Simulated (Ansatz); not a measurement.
## Al2Ru: a film clamped to a substrate

Level of theory: DFT PBEsol, scalar-relativistic, plane waves, PAW in Ansatz. The runs took a 420 eV cutoff, a Γ-centred 10×10×10 mesh and Gaussian smearing (0.03 eV). No spin polarisation. Energies are free energies at this smearing, counted from the undisturbed cell; pressure is positive in compression.

Zero of the scan (relaxed at this level; it needn't be the usual structure):

```xyz
6
Lattice="0.0000 3.9876 4.3851 2.3506 0.0000 4.3851 2.3506 3.9876 0.0000" Properties=species:S:1:pos:R:3 pbc="T T T"
Al    1.1753    0.6296    2.1925
Al    1.1753    3.3580    2.1925
Al    2.3506    1.3642    4.3851
Al    2.3506    6.6111    4.3851
Ru    3.5259    5.9815    6.5776
Ru    2.3506    3.9876    4.3851
```

The cell (6 atoms, V0 = 82.20 Å³) is strained by p along both x and y and by q along z, fractional coordinates fixed. τp = (1/V0) ∂E/∂p = (σxx + σyy)(1 + p)(1 + q) and τq = (1/V0) ∂E/∂q = σzz(1 + p)², with tension positive.

```csv
p,q,ΔE (meV/atom),τp (GPa),τq (GPa)
0.000,0.000,0.00,-0.02,0.01
-0.015,0.000,8.74,-13.95,-2.91
0.015,0.000,7.88,12.01,2.78
0.000,-0.015,3.91,-2.97,-6.23
0.000,0.015,3.62,2.73,5.52
```

**Question.** Get the second derivatives of the energy density.

**Answer.** Central differences give A = ∂τp/∂p = 865 GPa (C11 + C22 + 2 C12), C = ∂τq/∂q = 392 GPa (C33) and the cross term B = ∂τq/∂p = 190 GPa (C13 + C23); ∂τp/∂q = 190 GPa must equal B, and any difference shows higher-order terms. The ions are clamped.

**Question.** A film of this crystal grows with z along the normal on a substrate that imposes p. How does its thickness respond, and what does the misfit cost?

**Answer.** Count p and q from the stress-free cell. A free surface needs τq = 0, so q = −(B/C) p = -0.49 p. The energy density left is (A − B²/C) p²/2 = M p², with the biaxial modulus M = 387 GPa; a misfit of 1 % costs 3.31 meV/atom, against 3.70 meV/atom if the thickness were held.

At p = 0.030 the energies along q are 31.3 (q = -0.030), 26.8 (q = -0.015), 30.1 (q = 0.000), 40.4 (q = 0.015), 56.9 (q = 0.030) meV/atom.

**Question.** Does the linear rule hold at this misfit?

**Answer.** A parabola through the lowest point and its neighbours has its minimum at q = -0.014, 26.7 meV/atom. With the stress left in the starting cell, τp0 and τq0, linear elasticity gives q = −(τq0 + Bp)/C = -0.015 and E = V0(τp0 p + τq0 q + Ap²/2 + Bpq + Cq²/2)/N = 29.7 meV/atom. The two agree within a tenth in energy.

Forces appear on the atoms along this scan, and letting them relax would lower the energy and soften the response. The gap closes along the scan, which can put kinks into the curve.

Al2Ru resists biaxial strain strongly, and thinning or thickening along z relieves little of it: a 1 % misfit still costs 3.31 meV/atom, against 3.70 meV/atom at held thickness. The reason is the modest coupling between in-plane and normal strain, with B at 190 GPa well below C at 392 GPa. This suggests directional bonding from hybridised Ru d and Al sp states, which resists changes in bond length and angle rather than merely conserving volume as a soft, free-electron-like metal would tend to.

Compression costs more than equal tension along both strain paths, because short-range repulsion rises faster than bonding weakens on stretching. The same anharmonicity explains why the linear rule overestimates the energy at p = 0.030, giving 29.7 instead of 26.7 meV/atom, while placing the optimum thickness almost correctly. A compressive misfit of that size would probably err the other way. Since x and y are inequivalent in this orthorhombic cell but were strained equally, the moduli don't show which in-plane direction tolerates misfit better.
